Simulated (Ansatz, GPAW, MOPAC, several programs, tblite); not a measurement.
## What each method gives for Sb (buckled honeycomb monolayer)

Sb as a buckled honeycomb monolayer, relaxed with r2SCAN in Ansatz, was computed with several methods. The sheet's in-plane cell has a = 4.105 Å, b = 4.105 Å (γ = 120.0°), and its outermost atoms lie 1.61 Å apart along the normal. Around Sb lie 3 Sb at 2.87 Å. The calculation is spin-unpolarised, and the structure need not be a phase that has been made.

```
Sb
1.0
     4.10518    0.00000    0.00000
    -2.05259    3.55519    0.00000
     0.00000    0.00000   26.85525
Sb
2
Direct
  0.33333 0.66667 0.31498
  0.66667 0.33333 0.37493
```
Two periodic directions, a and b.

Gaps and times are for a single point on this cell. Times are rough, from shared hosts (Arm Neoverse V1), and each method has its own mesh and cell size. PM6 (MOPAC), PM7 (MOPAC), GFN1-xTB (tblite) treat a cluster of cells at its zone centre, which samples few k points: where these miss a band edge, the gap comes out too large for that reason alone. Gaps from k meshes are read at a limited set of points (mesh, symmetry points, PBE's band edges), so each method's own least gap may be somewhat smaller. xTB and the PM methods were fitted mostly to molecules, and can miss a solid's gap by electronvolts. Minimal bases can be far off for gaps. GLLB-SC's gap includes the derivative discontinuity. d marks a direct gap, i an indirect one (no mark: not told apart), a dash a value that wasn't computed or didn't pass its checks.

| method | kind | gap (eV) | atoms computed | processor time |
| --- | --- | --- | --- | --- |
| PM7 (MOPAC) | semi-empirical | 2.44 | 18 | 0.79 s |
| GFN1-xTB (tblite) | tight binding | 1.16 | 18 | 0.81 s |
| light PBE (260 eV and a coarse mesh) | light plane-wave | 1.32 i | 2 | 2.5 s |
| PM6 (MOPAC) | semi-empirical | 6.64 | 18 | 3.3 s |
| PBE/single zeta (GPAW) | small basis | 1.62 i | 2 | 3.3 s |
| PBE | semilocal | 1.34 i | 2 | 10 s |
| r2SCAN | semilocal | 1.60 i | 2 | 30 s |
| GLLB-SC (GPAW) | model potential | 2.14 | 2 | 88 s |

Against r2SCAN (1.60 eV) and with closed or daggered gaps left aside, the nearest gap at the points sampled is that of PBE/single zeta (GPAW) (+0.02 eV) and the farthest that of PM6 (MOPAC) (+5.04 eV). r2SCAN is only a yardstick of convenience: semilocal gaps usually lie below measured ones, which GLLB-SC and hybrids aim to mend.

Runs without a result: GFN2-xTB (tblite) (single point).

No spin-orbit coupling is included; it can move band edges with weight on the heavy atoms by tenths of an eV.
